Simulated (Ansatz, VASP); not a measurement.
# One calculation of Mn3Sn, two programs

```
Mn Sn
1.0
     5.46677    0.00000    0.00000
    -2.73338    4.73436    0.00000
     0.00000    0.00000    4.15226
Mn Sn
6 2
Direct
  0.85367 0.70733 0.25000
  0.14633 0.85367 0.75000
  0.29267 0.14633 0.25000
  0.14633 0.29267 0.75000
  0.85367 0.14633 0.25000
  0.70733 0.85367 0.75000
  0.33333 0.66667 0.25000
  0.66667 0.33333 0.75000
```

Alike in both runs: functional PBE; k mesh 8 × 8 × 8; occupations gaussian, width 0.05 eV; no spin polarisation.

Ansatz relaxed the structure, and its values are those at the end. VASP's run is a single point on that final structure, the one shown.

```csv
,VASP,Ansatz
version,VASP 6.6.1,Ansatz 0.2.0
potentials or method,"VASP PAW PBE potentials, release 64 (Mn_pv, Sn_d)","scalar-relativistic, plane waves, PAW"
plane-wave cutoff (eV),520,420
valence electrons in the cell,106,118
```

|  | VASP | Ansatz | Ansatz less VASP |
| --- | --- | --- | --- |
| gap on the k mesh at the Fermi level (eV) | none | none | - |
| pressure (GPa) | 0.0 | 0.0 | -0.03 |

A gap of «none» marks a metal or a gap that the smearing closes. The two sets of potentials don't hold the same shells in valence.

Spin polarisation is off, so any magnetic state and its effect on volume and gap are missing.
